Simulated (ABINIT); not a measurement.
The system is Si.

```
Si
1.0
     0.00000    2.72185    2.72185
     2.72185    0.00000    2.72185
     2.72185    2.72185    0.00000
Si
2
Cartesian
  2.7219 2.7219 2.7219
  4.0828 4.0828 4.0828
```

| Quantity | Value |
| --- | --- |
| Program | ABINIT 10.8.3 (patched build) |
| Task | relaxation of cell and atoms |
| Functional | LDA |
| Potentials or basis | PseudoDojo NC SR LDA v0.4.1 standard |
| Cutoff | 435 eV |
| k mesh | 6 × 6 × 6 |
| Occupations | fermi-dirac, width 0.05 eV |
| Spin | no spin polarisation |

At the start: pressure -2.4 GPa; volume 20.16 Å³/atom.

Q: How do energy, volume and symmetry change on relaxing?

A: Over 4 steps the energy falls by 4.1 meV/atom and the volume is 19.64 Å³/atom (-2.6 %); space group Fd-3m (No. 227, to 0.05 Å).

Step by step:
```
step  energy change (eV)  largest force (eV/Å)  pressure (GPa)  volume (Å³)
   1              0.0000                0.0000           -2.43        40.33
   2             -0.0039                0.0000           -1.78        40.03
   3             -0.0082                0.0000            0.07        39.24
   4             -0.0082                0.0000            0.00        39.27
```

Final structure:
```xyz
2
Lattice="0.0000 2.6978 2.6978 2.6978 0.0000 2.6978 2.6978 2.6978 0.0000" Properties=species:S:1:pos:R:3 pbc="T T T"
Si    2.6978    2.6978    2.6978
Si    4.0468    4.0468    4.0468
```
